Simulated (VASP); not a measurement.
BP:

```xyz
2
Lattice="0.0000 2.2690 2.2690 2.2690 0.0000 2.2690 2.2690 2.2690 0.0000" Properties=species:S:1:pos:R:3 pbc="T T T"
P     3.4035    3.4035    3.4035
B     0.0000    0.0000    0.0000
```

Base run:

```yaml
Program: VASP 6.6.1
Functional: SCAN
Potentials_or_basis: VASP PAW PBE potentials, release 64 (P, B)
Cutoff: 520 eV
k_mesh: 10 × 10 × 10
Occupations: fermi-dirac, width 0.05 eV
Spin: no spin polarisation
```

Its results: band gap on the k mesh 1.54 eV, indirect (least direct gap 3.79 eV).

Problem. After a change of settings the same cell gave: band gap on the k mesh 1.13 eV, indirect (least direct gap 3.36 eV). Which change was it?
A. functional from SCAN to BLYP
B. functional from SCAN to PBEsol
C. functional from SCAN to r2SCAN
D. functional from SCAN to TB-mBJ

Solution. B.

SCAN gives the wider gap, since meta-GGAs in the generalised Kohn-Sham scheme recover part of the derivative discontinuity.
